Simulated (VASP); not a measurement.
## Te: phonons with PBE

Crystal: Te.

```
Te
1.0
     4.51479    0.00000    0.00000
    -2.25740    3.90993    0.00000
     0.00000    0.00000    5.95430
Te
3
Direct
  0.26904 0.00000 0.33333
  0.00000 0.26904 0.66667
  0.73096 0.73096 0.00000
```

| Property | Result |
| --- | --- |
| Program | VASP 6.6.1 |
| Task | phonons |
| Functional | PBE |
| Potentials or basis | VASP PAW PBE potentials, release 64 (Te) |
| Cutoff | 600 eV |
| k mesh | 9 × 9 × 6 |
| Occupations | gaussian, width 0.03 eV |
| Spin | no spin polarisation |
| By perturbation theory | no |
| Further INCAR settings | ALGO = Fast; EDIFF = 1e-08; IBRION = 6; POTIM = 0.015; NSW = 1 |

| Quantity | Value |
| --- | --- |
| Highest phonon frequency at Γ | 129 cm⁻¹ |

Phonon frequencies in cm⁻¹ (negative: imaginary):
```tsv
q point	frequencies
(0.000, 0.000, 0.000)	0 0 0 81 81 83 108 129 129
```

Wall time 9.8 min on 1 thread of Intel(R) Xeon(R) 6975P-C (Granite Rapids), with other jobs on the host, peak memory 0.7 GiB.

The run has no spin-orbit coupling, so splittings on Te are missing.
